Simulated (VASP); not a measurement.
# Li2S (Fm-3m) in VASP: single point with HSE06

Aim: the single point of Li2S with HSE06.

All numbers are computed with VASP 6.6.1; they aren't measurements. Logs are shortened: lines on timing, memory, paths and dates and some standing lists are left out, and cuts for length are marked.

## Step 1: The structure

The structure is cubic, space group Fm-3m (No. 225). Conventional cell: a = 5.691 Å, b = 5.691 Å, c = 5.691 Å, α = 90.00°, β = 90.00°, γ = 90.00°. Around Li (site symmetry -43m) lie 4 S at 2.46 Å. S (site symmetry m-3m) has 8 Li at 2.46 Å as nearest neighbours.

## Step 2: Single point, HSE06

POSCAR reads:

```
Li2S
1.0
    0.0000000000      2.8452943747      2.8452943747
    2.8452943747      0.0000000000      2.8452943747
    2.8452943747      2.8452943747      0.0000000000
Li S
2 1
Direct
    0.2500000000      0.2500000000      0.2500000000
    0.7500000000      0.7500000000      0.7500000000
    0.0000000000      0.0000000000      0.0000000000
```

INCAR.step1 reads:

```
PREC = Accurate ; ENCUT = 520
EDIFF = 1E-5 ; ISMEAR = 0
SIGMA = 0.01 ; LREAL = F
LASPH = T ; NELM = 100
ALGO = Normal ; ISIF = 2
LWAVE = T ; LCHARG = F
NBANDS = 13 ; GGA = PE
```

INCAR.step2 reads:

```
PREC = Accurate ; ENCUT = 520
EDIFF = 1E-7 ; ISMEAR = 0
SIGMA = 0.01 ; LREAL = F
LASPH = T ; NELM = 100
ALGO = Normal ; ISIF = 2
LWAVE = F ; LCHARG = F
GGA = PE ; LHFCALC = T
HFSCREEN = 0.2079 ; PRECFOCK = Normal
NBANDS = 13 ; ISTART = 1
```

KPOINTS reads:

```
regular mesh
0
Gamma
  4 4 4
```

Potentials or basis: VASP PAW PBE potentials, release 64 (Li_sv, S).

The run is started by

```bash
$ cat potpaw_PBE.64/Li_sv/POTCAR potpaw_PBE.64/S/POTCAR > POTCAR
$ cp INCAR.step1 INCAR
$ mpirun -np 1 vasp_std > vasp.out
$ cp INCAR.step2 INCAR
$ mpirun -np 1 vasp_std > vasp.out
```

OUTCAR:

```text
PREC = Accurate
   ENCUT = 520
   EDIFF = 1E-7
   ISMEAR = 0
   LREAL = F
   LASPH = T
   NELM = 100
   ISIF = 2
   GGA = PE
   LHFCALC = T
   HFSCREEN = 0.2079
   PRECFOCK = Normal
   ISTART = 1

 ion  position               nearest neighbor table
   1  0.250  0.250  0.250-   3 2.46   3 2.46   3 2.46   3 2.46
   2  0.750  0.750  0.750-   3 2.46   3 2.46   3 2.46   3 2.46
   3  0.000  0.000  0.000-   2 2.46   2 2.46   2 2.46   1 2.46   2 2.46   1 2.46   1 2.46   1 2.46

  LATTYP: Found a face centered cubic cell.
 ALAT       =     5.6905887494

  Lattice vectors:

 A1 = (   0.0000000000,   2.8452943747,   2.8452943747)
 A2 = (   2.8452943747,   0.0000000000,   2.8452943747)
 A3 = (   2.8452943747,   2.8452943747,   0.0000000000)

Analysis of symmetry for initial positions (statically):
=====================================================================
 Subroutine PRICEL returns:
 Original cell was already a primitive cell.

 Routine SETGRP: Setting up the symmetry group for a
 face centered cubic supercell.

 Subroutine GETGRP returns: Found 48 space group operations
 (whereof 48 operations were pure point group operations)
 out of a pool of 48 trial point group operations.

The static configuration has the point symmetry O_h .

Analysis of symmetry for dynamics (positions and initial velocities):
=====================================================================
 Subroutine PRICEL returns:
 Original cell was already a primitive cell.

 Routine SETGRP: Setting up the symmetry group for a
 face centered cubic supercell.

 Subroutine GETGRP returns: Found 48 space group operations
 (whereof 48 operations were pure point group operations)
 out of a pool of 48 trial point group operations.

The dynamic configuration has the point symmetry O_h .

 Subroutine INISYM returns: Found 48 space group operations
 (whereof 48 operations are pure point group operations),
 and found     1 'primitive' translations

----------------------------------------------------------------------------------------

                                     Primitive cell

  volume of cell :      46.0693

  direct lattice vectors                    reciprocal lattice vectors
     0.000000000  2.845294375  2.845294375    -0.175728742  0.175728742  0.175728742
     2.845294375  0.000000000  2.845294375     0.175728742 -0.175728742  0.175728742
     2.845294375  2.845294375  0.000000000     0.175728742  0.175728742 -0.175728742

  length of vectors
     4.023853894  4.023853894  4.023853894     0.304371109  0.304371109  0.304371109

  position of ions in fractional coordinates (direct lattice)
     0.250000000  0.250000000  0.250000000
     0.750000000  0.750000000  0.750000000
     0.000000000  0.000000000  0.000000000

  ion indices of the primitive-cell ions
   primitive index   ion index
                 1           1
                 2           2
                 3           3

----------------------------------------------------------------------------------------

 KPOINTS: regular mesh

Automatic generation of k-mesh.
 Grid dimensions read from file:
 generate k-points for:    4    4    4

 Generating k-lattice:

  Cartesian coordinates                     Fractional coordinates (reciprocal lattice)
    -0.043932185  0.043932185  0.043932185     0.250000000  0.000000000  0.000000000
     0.043932185 -0.043932185  0.043932185     0.000000000  0.250000000  0.000000000
     0.043932185  0.043932185 -0.043932185     0.000000000  0.000000000  0.250000000

  Length of vectors
     0.076092777  0.076092777  0.076092777

  Shift w.r.t. Gamma in fractional coordinates (k-lattice)
     0.000000000  0.000000000  0.000000000

 Subroutine IBZKPT returns following result:
 ===========================================

 Found      8 irreducible k-points:

 Following reciprocal coordinates:
            Coordinates               Weight
  0.000000  0.000000  0.000000      1.000000
  0.250000  0.000000  0.000000      8.000000
  0.500000  0.000000  0.000000      4.000000
  0.250000  0.250000  0.000000      6.000000
  0.500000  0.250000  0.000000     24.000000
 -0.250000  0.250000  0.000000     12.000000
  0.500000  0.500000  0.000000      3.000000
 -0.250000  0.500000  0.250000      6.000000
   k-points           NKPTS =      8   k-points in BZ     NKDIM =     64   number of bands    NBANDS=     13
   number of dos      NEDOS =    301   number of ions     NIONS =      3
   total plane-waves  NPLWV =  27000
   dimension x,y,z NGX =    30 NGY =   30 NGZ =   30
   dimension x,y,z NGXF=    60 NGYF=   60 NGZF=   60
   ions per type =               2   1
   NGX,Y,Z   is equivalent  to a cutoff of  12.39, 12.39, 12.39 a.u.
   NGXF,Y,Z  is equivalent  to a cutoff of  24.79, 24.79, 24.79 a.u.
 SYSTEM =  unknown system
   PREC   = accura    normal or accurate (medium, high low for compatibility)
   ISTART =      1    job   : 0-new  1-cont  2-samecut
   ICHARG =      0    charge: 1-file 2-atom 10-const
   ISPIN  =      1    spin polarized calculation?
   LNONCOLLINEAR =      F non collinear calculations
   LSORBIT =      F    spin-orbit coupling
   LASPH  =      T    aspherical Exc in radial PAW
   ENCUT  =  520.0 eV  38.22 Ry    6.18 a.u.   7.48  7.48  7.48*2*pi/ulx,y,z
   NELM   =    100;   NELMIN=  2; NELMDL=  0     # of ELM steps
   EDIFF  = 0.1E-06   stopping-criterion for ELM
   LREAL  =      F    real-space projection
   EDIFFG = 0.1E-05   stopping-criterion for IOM
   NSW    =      0    number of steps for IOM
   IBRION =     -1    ionic relax: 0-MD 1-quasi-New 2-CG
   NFREE  =      0    steps in history (QN), initial steepest desc. (CG)
   ISIF   =      2    stress and relaxation
   ISYM   =      3    0-nonsym 1-usesym 2-fastsym
   POTIM  = 0.5000    time-step for ionic-motion
   TEBEG  =    0.0;   TEEND  =   0.0 temperature during run
   PSTRESS=    0.0 pullay stress
   NELECT =      12.0000    total number of electrons
   NUPDOWN=      -1.0000    fix difference up-down
   EMIN   =  10.00;   EMAX   =-10.00  energy-range for DOS
   EFERMI =   0.00;   METHOD = LEGACY
   ISMEAR =     0;   SIGMA  =   0.01  broadening in eV -4-tet -1-fermi 0-gaus
   EFERMI_NEDOS =   21; number of points for ismear=-14 and -15
   IALGO  =     38    algorithm
   IMIX   =      1    mixing-type and parameters
     AMIX     =   0.40;   BMIX     =  1.00
     AMIX_MAG =   1.60;   BMIX_MAG =  1.00
  volume/ion in A,a.u.               =      15.36       103.63
  Fermi-wavevector in a.u.,A,eV,Ry     =   1.045518  1.975742 14.872626  1.093107
  Thomas-Fermi vector in A             =   2.180317
   LORBIT       =      0    0 simple, 1 ext, 2 COOP (PROOUT), +10 PAW based schemes
   GGA     = PE    functional components
   LHFCALC =     T    Hartree Fock is set to
   PRECFOCK=normal    Normal, Fast or Accurate (Low or Medium for compatibility)
   ENCUT4O =  -1.0   cutoff for four orbital integrals eV
   NKREDX  =     1    reduce k-point grid by
   NKREDY  =     1    reduce k-point grid by
   NKREDZ  =     1    reduce k-point grid by
   AEXX    =    0.2500 exact exchange contribution
   HFSCREEN=    0.2079 screening length (either q_TF or 0.3 A-1)
   HFSCREENC=   0.2079 screening length for correlation (either q_TF or 0.3 A-1)
   ENCUTFOCK=  -1.0 apply spherical cutoff to Coloumb kernel
   IVDW    =     0    specifies the selected vdW correction
   LEPSILON=     F    determine dielectric tensor
   LRPA    =     F    only Hartree local field effects (RPA)
 non-spin polarized calculation
 Gauss-broadening in eV      SIGMA  =   0.01
  energy-cutoff  :      520.00
  volume of cell :       46.07
 maximum number of plane-waves:      1245
 NGX is ok and might be reduce to    30
  NGX = 24; NGY = 24; NGZ = 24

 number of electron      11.9999990 magnetization

 Free energy of the ion-electron system (eV)
  ---------------------------------------------------
  ext. energy  EPLUGINS =         0.00000000
  ---------------------------------------------------
  free energy    TOTEN  =       -13.50893853 eV

  energy without entropy =      -13.50893853  energy(sigma->0) =      -13.50893853

 E-fermi :   0.9416     XC(G=0):  -7.1184

 val. band max:        0.7759828441   @ k =   0.0000   0.0000   0.0000
 cond. band min:       5.1067178327   @ k =   0.5000   0.5000   0.0000
 fundamental gap:      4.3307349886
 Fermi energy:         0.9415566992

 k-point     1 :       0.0000    0.0000    0.0000
  band No.  band energies     occupation
      1     -46.3779      2.00000
      2     -46.3334      2.00000
      3     -11.4095      2.00000
      4       0.7760      2.00000
      5       0.7760      2.00000
      6       0.7760      2.00000
      7       6.1285      0.00000
      8       8.1656      0.00000
      9       8.1656      0.00000
     10       8.1656      0.00000
     11      13.2986      0.00000
     12      13.2986      0.00000
     13      14.5272      0.00000

 k-point     2 :       0.2500    0.0000    0.0000
  band No.  band energies     occupation
      1     -46.3709      2.00000
      2     -46.3393      2.00000
      3     -11.1773      2.00000
      4      -1.0484      2.00000
      5       0.4770      2.00000
      6       0.4770      2.00000
      7       7.2839      0.00000
      8       8.7464      0.00000
      9       8.7464      0.00000
     10       9.4264      0.00000
     11      11.9064      0.00000
     12      11.9064      0.00000
     13      15.1337      0.00000

 k-point     3 :       0.5000    0.0000    0.0000
  band No.  band energies     occupation
      1     -46.3547      2.00000
      2     -46.3542      2.00000
      3     -10.9106      2.00000
      4      -2.3776      2.00000
      5       0.2249      2.00000
      6       0.2249      2.00000
      7       8.0607      0.00000
      8       8.4919      0.00000
      9       8.4919      0.00000
     10      10.4267      0.00000
     11      15.0570      0.00000
     12      15.0571      0.00000
     13      15.3050      0.00000

 k-point     4 :       0.2500    0.2500    0.0000
  band No.  band energies     occupation
      1     -46.3699      2.00000
      2     -46.3399      2.00000
      3     -11.1040      2.00000
      4      -0.6662      2.00000
      5      -0.0968      2.00000
      6      -0.0968      2.00000
      7       6.6378      0.00000
      8       8.5875      0.00000
      9      10.0205      0.00000
     10      10.0205      0.00000
     11      11.0370      0.00000
     12      14.3413      0.00000
     13      16.6937      0.00000

 k-point     5 :       0.5000    0.2500    0.0000
  band No.  band energies     occupation
      1     -46.3597      2.00000
      2     -46.3489      2.00000
      3     -10.8395      2.00000
      4      -1.8297      2.00000
      5      -0.6478      2.00000
      6      -0.3219      2.00000
      7       6.7504      0.00000
      8       9.8896      0.00000
      9      10.3257      0.00000
     10      10.3792      0.00000
     11      13.2727      0.00000
     12      14.7209      0.00000
     13      15.6971      0.00000

 k-point     6 :      -0.2500    0.2500    0.0000
  band No.  band energies     occupation
      1     -46.3620      2.00000
      2     -46.3471      2.00000
      3     -10.9240      2.00000
      4      -1.6827      2.00000
      5      -0.7205      2.00000
      6       0.1906      2.00000
      7       7.9928      0.00000
      8       8.7870      0.00000
      9      10.3429      0.00000
     10      10.3760      0.00000
     11      10.5879      0.00000
     12      14.4870      0.00000
     13      16.3101      0.00000

 k-point     7 :       0.5000    0.5000    0.0000
  band No.  band energies     occupation
      1     -46.3617      2.00000
      2     -46.3464      2.00000
      3     -10.7643      2.00000
      4      -1.6258      2.00000
      5      -0.7660      2.00000
      6      -0.7660      2.00000
      7       5.1067      0.00000
      8       9.0333      0.00000
      9      13.3330      0.00000
     10      13.3330      0.00000
     11      14.4541      0.00000
     12      14.7839      0.00000
     13      14.7839      0.00000

 k-point     8 :      -0.2500    0.5000    0.2500
  band No.  band energies     occupation
      1     -46.3541      2.00000
      2     -46.3541      2.00000
      3     -10.7517      2.00000
      4      -1.2311      2.00000
      5      -1.2311      2.00000
      6      -1.1009      2.00000
      7       7.2743      0.00000
      8       9.3062      0.00000
      9      10.9681      0.00000
     10      10.9681      0.00000
     11      14.1945      0.00000
     12      14.1945      0.00000
     13      14.9554      0.00000

------------------------ aborting loop because EDIFF is reached ----------------------------------------

  FORCE on cell =-STRESS in cart. coord.  units (eV):
  Direction    XX          YY          ZZ          XY          YZ          ZX
  --------------------------------------------------------------------------------------
  -------------------------------------------------------------------------------------
  Total       -0.1190376     -0.1190376     -0.1190376      0.0000000      0.0000000      0.0000000
  in kB       -4.1398375     -4.1398375     -4.1398375      0.0000000      0.0000000      0.0000000
  external PRESSURE =      -4.1398375 kB  Pullay stress =       0.0000000 kB

 VOLUME and BASIS-vectors are now :
 -----------------------------------------------------------------------------
  energy-cutoff  :      520.00
  volume of cell :       46.07
      direct lattice vectors                 reciprocal lattice vectors
     0.000000000  2.845294375  2.845294375    -0.175728742  0.175728742  0.175728742
     2.845294375  0.000000000  2.845294375     0.175728742 -0.175728742  0.175728742
     2.845294375  2.845294375  0.000000000     0.175728742  0.175728742 -0.175728742

 POSITION                                       TOTAL-FORCE (eV/Angst)
 -----------------------------------------------------------------------------------
      1.42265      1.42265      1.42265         0.000000      0.000000      0.000000
      4.26794      4.26794      4.26794        -0.000000     -0.000000     -0.000000
      0.00000      0.00000      0.00000        -0.000000     -0.000000     -0.000000
 -----------------------------------------------------------------------------------
    total drift:                               -0.000000     -0.000000     -0.000000

  FREE ENERGIE OF THE ION-ELECTRON SYSTEM (eV)
  ---------------------------------------------------
  free  energy   TOTEN  =       -13.5089385281 eV

  energy  without entropy=      -13.5089385281  energy(sigma->0) =      -13.50893853
```

Run time: 3 min. Hardware: 1 thread of Intel Xeon Platinum 8259CL at 2.50GHz (Skylake/Cascade Lake), shared host; peak memory 0.26 GiB.

Results:

- Free energy: -13.5089 eV
- Band gap on the k mesh: 4.33 eV, indirect (least direct gap 5.35 eV)

Caveat: the k mesh is coarse (spacing up to 0.48 Å⁻¹), so the values aren't converged, least of all with exact exchange; the cutoff is under 1.25 times the usual one of these potentials, so pressure, stress and relaxed cells hold a basis-set (Pulay) error; the PAW data sets were made with another functional, which shifts forces and pressure a little. A k mesh can miss the band edges.
